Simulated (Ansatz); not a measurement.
**Formation energy of SiSe2**

Level of theory: DFT, PBE, scalar-relativistic, no spin polarisation; plane waves to 420 eV with PAW datasets (Ansatz 0.2.0), 6×6×6 k-mesh, Gaussian smearing of 0.05 eV; PAW files: Ansatz's generated set soft_2.

The chain of runs began from a cell as deposited in COD, expanded in volume. The relaxation kept the space group but changed the cell's proportions, one axis by 6 % at equal volume, so the results may not describe the measured structure. The database's entry of this formula in the relaxed cell's space group, Ibam, has axes of 5.851 × 5.998 × 9.669 Å and 28.28 Å³/atom (1982), the relaxed one 5.933 × 6.701 × 11.193 Å and 37.08.

It takes space group Ibam (No. 72, orthorhombic). Conventional cell: a = 6.701 Å, b = 11.193 Å, c = 5.933 Å, α = 90.00°, β = 90.00°, γ = 90.00°. Around Si (site symmetry 222) lie 4 Se at 2.30 Å. Se (site symmetry m) is surrounded by 2 Si at 2.30 Å. (Shells end 15 % past the nearest neighbour.)

The elements were computed in their standard states with the same datasets, cutoff and functional. Absolute energies hang on the potentials; compare differences alone.

Energy of the relaxed cell (6 atoms, smearing extrapolated to zero): -23150.691 eV. Elements, in eV/atom: Si -635.810, Se -5469.079.

What is the formation energy?

[-23150.691 − (2 × -635.810 + 4 × -5469.079)] / 6 = -0.46 eV/atom, or -44 kJ per mole of atoms.

The value is for 0 K, without zero-point energy. Uncorrected semilocal values for oxides, chalcogenides and halides often miss by tenths of an eV an atom. A negative value shows stability against the elements alone, not against other compounds or structures.

The structure is built of weakly bound chains, and this functional has no dispersion term, so their spacing and all that hangs on it (volume, the soft elastic constants, low modes, dielectric constants) are poorly given.
